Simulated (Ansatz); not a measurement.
# Te2Mo, space group P-6m2: a comparison of functionals at one structure

Computed with the Python package of Ansatz (0.2.0).

The cells in order, each with its output:

**Cell 1**
```python
import csv
import warnings

import ansatz
```

**Cell 2**
```python
SMEARING = "cold"
K_SPACING = 0.24
```

**Cell 3**
```python
warnings.simplefilter("ignore", ansatz.DeckWarning)
```

**Cell 4**
```python
xtal = (
    ansatz.Lattice.from_parameters(3.56023, 3.56023, 17.52406, alpha=90, beta=90, gamma=120)
    .space_group(187)
    .atom("Te", [1 / 3, 2 / 3, 0.89786])
    .atom("Mo", [0.0, 0.0, 0.0])
)

len(xtal.resolved().sites)
```
Output:
```text
3
```

**Cell 5**
```python
calc = xtal.calculation()
calc = calc.basis(41 * ansatz.Ry)
calc = calc.occupations(SMEARING, width=50 * ansatz.meV).kpoints(spacing=K_SPACING)
calc = calc.stress()
```

**Cell 6**
```python
rows = []
for value in ["blyp", "lda", "pbesol"]:
    r = calc.functional(value).run(threads=1, backend="cpu").report
    rows.append((value, r["free_energy_ev"] / len(r["lattice"]["sites"]), r["n_iterations"], sum(r["stress_gpa"][i][i] for i in range(3)) / 3, r["n_kpoints"]))
```

**Cell 7**
```python
with open("xc.csv", "w", newline="") as handle:
    writer = csv.writer(handle)
    writer.writerow(["functional", "F/atom (eV)", "iterations", "P (GPa)", "k-points"])
    writer.writerows([round(v, 5) if isinstance(v, float) else v for v in row] for row in rows)
print(open("xc.csv").read())
```
Output:
```text
functional,F/atom (eV),iterations,P (GPa),k-points
blyp,-6321.35872,8,2.42967,24
lda,-6165.96941,8,-1.7909,24
pbesol,-6233.7498,7,-1.07504,24
```

From lowest to highest: LDA (-1.8 GPa), PBEsol (-1.1 GPa) and BLYP (2.4 GPa). At a fixed cell a lower pressure usually means a smaller equilibrium volume, so LDA prefers the smallest cell and BLYP the largest.

What to keep in mind:
- The cell holds layers, chains or clusters in vacuum, no bulk phase; its stress is averaged over the vacuum too and scales with the cell's height.
- Pressure is positive in compression.
- Points of the mesh across the vacuum add cost only.
- The structure comes from a database of computed cells and needn't be a stable or known phase.
- Total energies of different functionals can't be compared; pressures, moments and gaps at this one structure can.
- Run time: 32 s on 1 thread of Arm Neoverse V2, on a shared host, peak memory 0.55 GiB.
